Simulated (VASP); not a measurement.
Write the native input for VASP 6.6.1 that does the following.

| Item | Value |
| --- | --- |
| Task | band structure |
| Functional | LDA |
| Potentials or basis | VASP PAW LDA potentials, release 64 (Ni, O) |
| Cutoff | 520 eV |
| k mesh | 12 × 12 × 12 |
| Occupations | gaussian, width 0.03 eV |
| Spin | collinear spin, ferromagnetic start |
| Starting moments | [2.0, 0.0] μB |
| Hubbard terms | Ni d U = 6.2 eV |
| Further INCAR settings | ALGO = Normal; EDIFF = 1e-06; NBANDS = 19; AMIX = 0.2; BMIX = 0.0001 |

The structure of NiO lies in POSCAR:

```
NiO                                     
1.0
    0.0000000000      2.0978138330      2.0978138330
    2.0978138330      0.0000000000      2.0978138330
    2.0978138330      2.0978138330      0.0000000000
  Ni              O             
     1     1
Direct
     0.0000000000000000    0.0000000000000000    0.0000000000000000
     0.5000000000000000    0.5000000000000000    0.5000000000000000
```

One way to write it, as run:

INCAR

```
SYSTEM = NiO
ALGO = Normal
AMIX = 0.2
AMIX_MAG = 0.8
BMIX = 1E-4
BMIX_MAG = 1E-4
EDIFF = 1E-6
ENCUT = 520
ISIF = 2
ISMEAR = 0
ISPIN = 2
LASPH = .TRUE.
LCHARG = .FALSE.
LDAU = .TRUE.
LDAUJ = 0 0
LDAUL = 2 -1
LDAUPRINT = 1
LDAUTYPE = 2
LDAUU = 6.2 0
LMAXMIX = 4
LORBIT = 11
LREAL = .FALSE.
LWAVE = .FALSE.
MAGMOM = 2 0
NBANDS = 19
NELM = 150
PREC = Accurate
SIGMA = 0.03
```

KPOINTS

```
k-points
0
G
  12 12 12
  0 0 0
```

KPOINTS_OPT

```
explicit points
159
Reciprocal
 0.0000000000  0.0000000000  0.0000000000 1
 0.0357142857  0.0000000000  0.0357142857 1
 0.0714285714  0.0000000000  0.0714285714 1
 0.1071428571  0.0000000000  0.1071428571 1
 0.1428571429  0.0000000000  0.1428571429 1
 0.1785714286  0.0000000000  0.1785714286 1
[... 151 lines left out ...]
 0.4250000000  0.0000000000  0.4250000000 1
 0.4500000000  0.0000000000  0.4500000000 1
```

Potentials or basis: VASP PAW LDA potentials, release 64 (Ni, O).

Launch:

```console
$ cat potpaw_LDA.64/Ni/POTCAR potpaw_LDA.64/O/POTCAR > POTCAR
$ mpirun -np 1 vasp_std > vasp.out
```

Results of the run:

| Property | Result |
| --- | --- |
| Pressure | -18.4 GPa |
| Band gap on the k mesh | 1.82 eV, indirect (least direct gap 2.54 eV) |
| Band gap along the path | 1.82 eV, indirect (least direct gap 2.50 eV) |
| Net moment | 2.00 μB per cell |
| Site moments | Ni +1.78; O +0.20 μB |
| Valence electrons inside the program's atomic spheres | Ni 9.02; O 4.97 |

Caveat: a cell with one magnetic atom can't hold antiferromagnetic order, which such compounds often take.

Run time: 35 s on 1 thread of Intel(R) Xeon(R) 6975P-C (Granite Rapids) (shared host), peak memory 0.19 GiB.
